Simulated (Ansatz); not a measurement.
Write the native input for Ansatz 0.2.0 that does the following.

```yaml
Task: single point
Functional: PBE
Potentials_or_basis: Ansatz PAW
Cutoff: 500 eV
Density_cutoff: 2000 eV
k_mesh: 7 × 7 × 7
Occupations: fermi-dirac, width 0.05 eV
Spin: no spin polarisation
```

The system is SiO2.

```
CELL_PARAMETERS angstrom
-2.83790 2.83790 5.66021
2.83790 -2.83790 5.66021
2.83790 2.83790 -5.66021
ATOMIC_POSITIONS crystal
Si 0.87500 0.26362 0.88862
Si 0.01362 0.62500 0.88862
Si 0.73638 0.12500 0.11138
Si 0.37500 0.98638 0.11138
O 0.63373 0.13373 0.50000
O 0.46788 0.96788 0.93575
O 0.03212 0.53212 0.06425
O 0.11627 0.11627 0.00000
O 0.88373 0.88373 0.00000
O 0.86627 0.36627 0.50000
O 0.28212 0.71788 0.00000
O 0.71788 0.28212 0.00000
```

The cell comes from a database or a generator and needn't be the stable form of this composition.

The input as run:

input.yaml

```yaml
crystal:
  lattice:
    - [-2.837898, 2.837898, 5.66021]
    - [2.837898, -2.837898, 5.66021]
    - [2.837898, 2.837898, -5.66021]
  atoms:
    - { symbol: Si, position: [0.875, 0.263618, 0.888618] }
    - { symbol: Si, position: [0.013618, 0.625, 0.888618] }
    - { symbol: Si, position: [0.736382, 0.125, 0.111382] }
    - { symbol: Si, position: [0.375, 0.986382, 0.111382] }
    - { symbol: O, position: [0.633727, 0.133727, 0.5] }
    - { symbol: O, position: [0.467877, 0.967877, 0.935754] }
    - { symbol: O, position: [0.032123, 0.532123, 0.064246] }
    - { symbol: O, position: [0.116273, 0.116273, 0.0] }
    - { symbol: O, position: [0.883727, 0.883727, 0.0] }
    - { symbol: O, position: [0.866273, 0.366273, 0.5] }
    - { symbol: O, position: [0.282123, 0.717877, 0.0] }
    - { symbol: O, position: [0.717877, 0.282123, 0.0] }
hamiltonian:
  xc: pbe
  pseudopotentials: { kind: paw }
kpoints:
  mp_grid: { grid: [7, 7, 7] }
scf:
  occupations: { method: fermi_dirac, width: 0.05 }
basis:
  ecutwfc: "500 eV"
output:
  forces: true
  stress: true
  eigenvalues: true
  write_density: true
  write_potential: true
  elf: true
  volumetric_format: npy
```

Potentials or basis: Ansatz PAW.

Run with:

```console
$ ansatz run input.yaml --threads 4 --pin off --max-ram 11264MiB --backend cpu --events-out ev --progress --plain --runs-dir out
```

Results of the run:

| Quantity | Value |
| --- | --- |
| Pressure | 0.0 GPa |
| Largest force | 0.010 eV/Å |
| Band gap on the k mesh | 4.84 eV, direct |

Caveat: odd divisions of the mesh miss points on the zone boundary, where band edges often lie, so the gap on the mesh can be too wide.

Wall time 13 s on 4 threads of Arm Neoverse V2, on a shared host, peak memory 0.74 GiB.
